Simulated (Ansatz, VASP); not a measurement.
**Two plane-wave programs on Ru2S**

```
CELL_PARAMETERS angstrom
0.00000 2.84365 2.84365
2.84365 0.00000 2.84365
2.84365 2.84365 0.00000
ATOMIC_POSITIONS crystal
Ru 0.25000 0.25000 0.25000
Ru 0.75000 0.75000 0.75000
S 0.00000 0.00000 0.00000
```

Alike in both runs: task relaxation of cell and atoms; functional PBE; k mesh 6 × 6 × 6; occupations gaussian, width 0.1 eV; no spin polarisation.

|  | VASP | Ansatz |
| --- | --- | --- |
| version | VASP 6.6.1 | Ansatz 0.2.0 |
| potentials or method | VASP PAW PBE potentials, release 64 (Ru_pv, S) | scalar-relativistic, plane waves, PAW |
| plane-wave cutoff (eV) | 600 | 420 |
| valence electrons in the cell | 34 | 38 |

|  | VASP | Ansatz | Ansatz less VASP |
| --- | --- | --- | --- |
| gap on the k mesh at the Fermi level, each at its own relaxed structure (eV) | none | none | - |
| relaxed volume (Å³/atom) | 14.06 | 14.04 | -0.011 |
| relaxed cell length with the largest relative difference (Å) | 3.907 | 3.906 | -0.0011 |
| energy change over the relaxation (meV/atom) | -72 | -72 | +0.1 |

A gap of «none» marks a metal or a gap that the smearing closes. The two sets of potentials don't hold the same shells in valence.
